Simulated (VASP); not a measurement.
Write the native input for VASP 6.6.1 that does the following.

```yaml
Task: relaxation of cell and atoms
Functional: PBE
Potentials_or_basis: VASP PAW PBE potentials, release 64 (Zn, O)
Cutoff: 600 eV
k_mesh: 9 × 9 × 5
Occupations: gaussian, width 0.03 eV
Spin: no spin polarisation
Further_INCAR_settings: ALGO = Normal; EDIFF = 1e-06; IBRION = 2; EDIFFG = -0.01; NSW = 90; ISIF = 3
```

The structure of ZnO lies in POSCAR:

```
ZnO
1.0
    3.2493080000      0.0000000000      0.0000000000
   -1.6246540000      2.8139832700      0.0000000000
    0.0000000000      0.0000000000      5.2057090000
Zn O
2 2
Direct
    0.3333333300      0.6666666700      0.5000000000
    0.6666666700      0.3333333300      0.0000000000
    0.6666666700      0.3333333300      0.3790100000
    0.3333333300      0.6666666700      0.8790100000
```

The input as run:

INCAR

```
SYSTEM = ZnO
PREC     = Accurate       ! precision mode
ENCUT    = 600            ! plane-wave cutoff, eV
EDIFF    = 1E-6           ! SCF threshold, eV
ISMEAR   = 0              ! smearing method
SIGMA    = 0.03           ! smearing width, eV
LREAL    = .False.        ! projectors in reciprocal space
LASPH    = .True.         ! aspherical terms in the spheres
NELM     = 80             ! most SCF steps
ALGO     = Normal         ! electronic algorithm
ISIF     = 3              ! what is computed and relaxed
LWAVE    = .False.        ! write WAVECAR
LCHARG   = .False.        ! write CHGCAR
GGA      = PE             ! functional
IBRION   = 2              ! ionic algorithm
NSW      = 90             ! ionic steps
EDIFFG   = -0.01          ! ionic threshold
```

KPOINTS

```
regular mesh
0
Gamma
  9 9 5
  0 0 0
```

Potentials or basis: VASP PAW PBE potentials, release 64 (Zn, O).

The run is started by

```bash
$ cat potpaw_PBE.64/Zn/POTCAR potpaw_PBE.64/O/POTCAR > POTCAR
$ mpirun -np 1 vasp_std > vasp.out
```

It gave:

* Relaxed volume: 12.39 Å³/atom
* Relaxed cell: a = 3.286 Å, b = 3.286 Å, c = 5.300 Å, α = 90.00°, β = 90.00°, γ = 120.00°
* Space group after relaxing (to 0.05 Å): P6_3mc (No. 186)
* Energy gained by relaxing: 8.9 meV/atom
* Ionic steps: 14
* Pressure after relaxing: 0.1 GPa
* Band gap on the k mesh: 0.72 eV, direct

Wall time 11 min on 1 thread of AMD EPYC 7R43 64-Core Processor (Zen 3) (shared host), peak memory 0.16 GiB.
